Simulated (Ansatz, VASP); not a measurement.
Ti3Se in VASP and in Ansatz

```
CELL_PARAMETERS angstrom
3.19745 0.00000 0.00000
-1.59872 2.76907 0.00000
0.00000 0.00000 7.94275
ATOMIC_POSITIONS crystal
Se 0.00000 0.00000 0.00000
Ti 0.66667 0.33333 0.50000
Ti 0.33333 0.66667 0.77290
Ti 0.33333 0.66667 0.22710
```

The cell comes from a database or a generator and needn't be the stable form of this composition.

Alike in both runs: task single point; functional r2SCAN; k mesh 10 × 10 × 4; occupations fermi-dirac, width 0.05 eV; no spin polarisation.

|  | VASP | Ansatz |
| --- | --- | --- |
| version | VASP 6.6.1 | Ansatz 0.2.0 |
| potentials or method | VASP PAW PBE potentials, release 64 (Se, Ti_sv) | Ansatz PAW |
| plane-wave cutoff (eV) | 520 | 500 |
| valence electrons in the cell | 42 | 52 |

|  | VASP | Ansatz | Ansatz less VASP |
| --- | --- | --- | --- |
| gap on the k mesh at the Fermi level (eV) | none | none | - |
| pressure (GPa) | -0.3 | -0.7 | -0.39 |
| largest component of the traceless stress (GPa) | 0.48 | 0.53 | +0.044 |
| rms of the force components (eV/Å) | 0.018 | 0.027 | +0.0091 |

Atom by atom the forces differ by 0.009 eV/Å (rms over components). A gap of «none» marks a metal or a gap that the smearing closes. The two sets of potentials don't hold the same shells in valence.

Caveats: the PAW data sets were made with another functional, which shifts forces and pressure a little (VASP); the PAW data sets come from PBE, with cores solved anew for the run's functional, which leaves a small shift of forces and pressure (Ansatz).
